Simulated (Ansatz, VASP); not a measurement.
# SrCl2: VASP beside Ansatz

INCAR

```
PREC = Accurate
ENCUT = 520
EDIFF = 1E-6
ISMEAR = 0
SIGMA = 0.01
LREAL = F
LASPH = T
NELM = 60
ALGO = Normal
ISIF = 2
LWAVE = F
LCHARG = F
GGA = PE
NBANDS = 19
```

File KPOINTS:

```
regular mesh
0
Gamma
  4 4 4
```

POSCAR

```
SrCl2
1.0
    2.0857437711      1.2042047277      6.1350482906
   -2.0857437711      1.2042047277      6.1350482906
    0.0000000000     -2.4084094554      6.1350482906
Sr Cl
1 2
Direct
    0.0002014277      0.0002014277      0.0002014277
    0.4227725669      0.4227725669      0.4227725669
    0.2436926721      0.2436926721      0.2436926721
```

Input for Ansatz:

```yaml
crystal:
  lattice:
    - [2.0857437711, 1.2042047277, 6.1350482906]
    - [-2.0857437711, 1.2042047277, 6.1350482906]
    - [0.0, -2.4084094554, 6.1350482906]
  atoms:
    - { symbol: Sr, position: [0.0002014277, 0.0002014277, 0.0002014277] }
    - { symbol: Cl, position: [0.4227725669, 0.4227725669, 0.4227725669] }
    - { symbol: Cl, position: [0.2436926721, 0.2436926721, 0.2436926721] }
kpoints:
  mp_grid: { grid: [4, 4, 4] }
hamiltonian:
  xc: pbe
scf:
  occupations: { method: fixed }
output:
  optics:
    e_range: [0, 30]
    de: 0.2
    sigma: 0.03
    scissors: 1.0
    scheme: fermi_dirac
    bands: { spectra_wanted_up_to: 30 }
```

Alike in both runs: task single point; functional PBE; k mesh 4 × 4 × 4; no spin polarisation.

|  | VASP | Ansatz |
| --- | --- | --- |
| version | VASP 6.6.1 | Ansatz 0.2.0 |
| potentials or method | VASP PAW PBE potentials, release 64 (Sr_sv, Cl) | plane waves, PAW |
| plane-wave cutoff (eV) | 520 | 420 |
| occupations | gaussian, width 0.01 eV | fixed |
| valence electrons in the cell | 24 | 24 |

|  | VASP | Ansatz | Ansatz less VASP |
| --- | --- | --- | --- |
| gap on the k mesh at the Fermi level (eV) | 4.35 | 4.34 | -0.011 |

Caveats: the k mesh is coarse (spacing up to 0.44 Å⁻¹), so the values aren't converged. As with any semilocal functional, this PBE gap is likely too small. A k mesh can miss the band edges.
